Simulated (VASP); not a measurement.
A run of VASP 6.6.1 is set up as follows.

INCAR

```
SYSTEM = NaH6
ALGO = Fast ; EDIFF = 1E-6
EDIFFG = -0.04 ; ENCUT = 600
GGA = PE ; IBRION = 2
ISIF = 3 ; ISMEAR = 0
LASPH = .True. ; LCHARG = .False.
LREAL = .False. ; LWAVE = .False.
NELM = 100 ; NSW = 90
PREC = Accurate ; SIGMA = 0.1
```

File KPOINTS:

```
k-points
0
Gamma
  6 6 6
  0 0 0
```

File POSCAR:

```
NaH6
1.0
    3.6376408278      0.0000000000      0.0000000000
    0.0000000000      3.6376408278      0.0000000000
    0.0000000000      0.0000000000      3.6376408278
Na H
1 6
Direct
    0.5000000000      0.5000000000      0.5000000000
    0.0000000000      0.5000000000      0.5000000000
    0.5000000000      0.0000000000      0.5000000000
    0.5000000000      0.5000000000      0.0000000000
    0.5000000000      0.0000000000      0.0000000000
    0.0000000000      0.5000000000      0.0000000000
    0.0000000000      0.0000000000      0.5000000000
```

Potentials or basis: VASP PAW PBE potentials, release 64 (Na_pv, H).

Run with:

```bash
$ cat potpaw_PBE.64/Na_pv/POTCAR potpaw_PBE.64/H/POTCAR > POTCAR
$ mpirun -np 1 vasp_std > vasp.out
```

(1) Estimate the band gap on the k mesh.

Answers

(1) none (metal or under the smearing width).

Caveat: the relaxation stopped at its first step, so nothing moved.
